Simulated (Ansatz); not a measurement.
# Hf under changes of volume

One of the cells (22.380 Å³/atom); the others are scaled copies at fixed shape and fractional positions:

```
Hf
1.0
     3.19670    0.00000    0.00000
    -1.59835    2.76842    0.00000
     0.00000    0.00000    5.05780
Hf
2
Direct
  0.66667 0.33333 0.75000
  0.33333 0.66667 0.25000
```

```yaml
Program: Ansatz 0.2.0
Functional: PBE
Potentials_or_basis: Ansatz PAW
Cutoff: "420 eV (not typed: the program's choice for these potentials)"
k_mesh: 10 × 10 × 5
Occupations: fermi-dirac, width 0.05 eV
Spin: no spin polarisation
```

| volume (Å³/atom) | energy over the lowest point (meV/atom) | pressure (GPa) |
| --- | --- | --- |
| 21.037 | 34.34 | 8.1 |
| 21.485 | ? | ? |
| 21.933 | 4.60 | 2.9 |
| 22.380 | 0.00 | 0.6 |
| 22.828 | 1.51 | -1.5 |
| 23.276 | 8.60 | -3.4 |
| 23.723 | 20.76 | -5.1 |

Problem. What does the run at 21.485 Å³/atom give?

Solution. Energy over the lowest point 15.84 meV/atom; pressure 5.4 GPa.

Worked out: A Birch-Murnaghan fit of order 3 (a polynomial in V^(-2/3)) to the other rows has its minimum at 22.49 Å³/atom with B0 = V·E''(V) = 107 GPa and B' = 3.4 at fixed shape and positions, which overstates the stiffness. It gives 15.83 meV/atom at 21.485 Å³/atom, against the run's 15.84, and -dE/dV = 5.3 GPa, against 5.4.

Energies are extrapolated to zero smearing.
